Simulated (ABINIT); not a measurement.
Sb:

```xyz
4
Lattice="-4.0300 4.0300 2.0255 4.0300 -4.0300 2.0255 4.0300 4.0300 -2.0255" Properties=species:S:1:pos:R:3 pbc="T T T"
Sb    1.2192    5.2492    0.0000
Sb    2.8108    1.2192    0.0000
Sb    2.8108   -1.2192    2.0255
Sb    1.2192    2.8108    2.0255
```

This isn't the form of Sb at room conditions, which is rhombohedral.

- Program: ABINIT 10.8.3 (patched build)
- Task: relaxation of cell and atoms
- Functional: LDA
- Potentials or basis: JTH PAW LDA v2.0
- Cutoff: 435 eV
- k mesh: 5 × 5 × 5
- Occupations: fermi-dirac, width 0.05 eV
- Spin: no spin polarisation

At the start: pressure -1.8 GPa; volume 32.90 Å³/atom.

Question: Where does the relaxation end?

Answer: Over 6 steps the energy falls by 7.8 meV/atom and the volume is 31.93 Å³/atom (-2.9 %); space group I4/mcm (No. 140, to 0.05 Å).

Step by step:
```tsv
step	energy change (eV)	largest force (eV/Å)	pressure (GPa)	volume (Å³)
1	0.0000	0.1557	-1.78	131.58
2	-0.0107	0.1167	-1.47	130.87
3	-0.0311	0.0178	0.16	127.33
4	-0.0313	0.0053	0.02	127.61
5	-0.0314	0.0021	0.01	127.65
6	-0.0314	0.0013	0.00	127.71
```

Final structure:
```xyz
4
Lattice="-4.0044 4.0044 1.9911 4.0044 -4.0044 1.9911 4.0044 4.0044 -1.9911" Properties=species:S:1:pos:R:3 pbc="T T T"
Sb    1.2004    5.2048    0.0000
Sb    2.8041    1.2004    0.0000
Sb    2.8041   -1.2004    1.9911
Sb    1.2004    2.8041    1.9911
```
